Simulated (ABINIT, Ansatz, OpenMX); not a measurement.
# W: programs and potentials compared

```xyz
6
Lattice="2.8709 0.0000 0.0000 0.0000 2.8709 0.0000 0.0000 0.0000 25.1500" Properties=species:S:1:pos:R:3 pbc="T T T"
W     1.4354    1.4354    7.5000
W     0.0000    0.0000    9.5300
W     1.4354    1.4354   11.5600
W     0.0000    0.0000   13.5900
W     1.4354    1.4354   15.6200
W     0.0000    0.0000   17.6500
```

Alike in all runs: functional PBE; k mesh 9 × 9 × 1; occupations fermi-dirac, width 0.05 eV; no spin polarisation; no spin-orbit coupling.

```csv
program and potentials,plane-wave cutoff (eV),notes,largest force (eV/Å)
"Ansatz, Ansatz PAW",420,14 valence electrons an atom on average,0.281
"ABINIT, JTH PAW PBE v2.0",435,14 valence electrons an atom on average,0.260
"OpenMX, OpenMX 2013 PBE set, W7.0-s3p2d2f1, grid cutoff 400 Ry",-,atomic basis; 12 valence electrons an atom on average,0.326
```

Force on atom 1 (W), eV/Å:

```json
{"program and potentials": "Ansatz, Ansatz PAW", "x": "0.000", "y": "0.000", "z": "0.281"}
{"program and potentials": "ABINIT, JTH PAW PBE v2.0", "x": "0.000", "y": "0.000", "z": "0.260"}
{"program and potentials": "OpenMX, OpenMX 2013 PBE set, W7.0-s3p2d2f1, grid cutoff 400 Ry", "x": "0.000", "y": "0.000", "z": "0.326"}
```

Rows in atomic bases carry the error of their basis and grid, which can be large.

The functional is the same throughout but for its coding, so the spread measures potentials, basis and numerics; runs on potential files found faulty are left out.
